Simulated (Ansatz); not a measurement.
## Which element?

Cell vectors (Å):

```
 3.7255  0.0000  0.0000
-1.8628  3.2264  0.0000
 0.0000  0.0000  6.1272
```

```tsv
atom	a	b	c
Zr	0.0000	0.0000	0.0000
X	0.3333	0.6667	0.2596
X	0.6667	0.3333	0.7404
```

Theory: PBEsol, all-electron LAPW in Ansatz 0.2.0, scalar-relativistic. k mesh 8×8×4, Fermi-Dirac smearing of 0.100 eV.

Harmonic phonons of a crystal by Kohn-Sham DFT at the given cell, standard atomic masses, acoustic sum rule imposed; negative wavenumbers are unstable modes.

| point | q a (r.l.u.) | q b (r.l.u.) | q c (r.l.u.) | branch | phonon wavenumber (cm⁻¹) |
| --- | --- | --- | --- | --- | --- |
| Gamma | 0 | 0 | 0 | 4 | 113.4 |
| Gamma | 0 | 0 | 0 | 6 | 142.5 |
| Gamma | 0 | 0 | 0 | 8 | 188.7 |
| Gamma | 0 | 0 | 0 | 9 | 248.2 |
| M | 0.5 | 0 | 0 | 1 | 69 |
| M | 0.5 | 0 | 0 | 2 | 92.3 |
| M | 0.5 | 0 | 0 | 3 | 100.6 |
| M | 0.5 | 0 | 0 | 4 | 132.4 |
| M | 0.5 | 0 | 0 | 5 | 141.1 |
| M | 0.5 | 0 | 0 | 6 | 165 |
| M | 0.5 | 0 | 0 | 7 | 175 |
| M | 0.5 | 0 | 0 | 8 | 185.1 |
| M | 0.5 | 0 | 0 | 9 | 252.4 |
| A | 0 | 0 | 0.5 | 1 | 23 |
| A | 0 | 0 | 0.5 | 3 | 41.7 |
| A | 0 | 0 | 0.5 | 4 | 115.7 |
| A | 0 | 0 | 0.5 | 6 | 141.4 |
| A | 0 | 0 | 0.5 | 8 | 186.3 |
| A | 0 | 0 | 0.5 | 9 | 259.1 |
| L | 0.5 | 0 | 0.5 | 1 | 65.2 |
| L | 0.5 | 0 | 0.5 | 2 | 90.8 |
| L | 0.5 | 0 | 0.5 | 3 | 99.3 |
| L | 0.5 | 0 | 0.5 | 4 | 130.1 |
| L | 0.5 | 0 | 0.5 | 5 | 141.8 |
| L | 0.5 | 0 | 0.5 | 6 | 165.3 |
| L | 0.5 | 0 | 0.5 | 7 | 173 |
| L | 0.5 | 0 | 0.5 | 8 | 186.3 |
| L | 0.5 | 0 | 0.5 | 9 | 246.8 |

Task: All X atoms are one element. Which one was computed?

Result: Se; the crystal is ZrSe2 (P-3m1).

Limits of these numbers: the gap is closed or tiny at this level, so small that the run used smearing; responses move with mesh and smearing; no dispersion correction, so the spacing and stiffness between layers or molecules are poor.
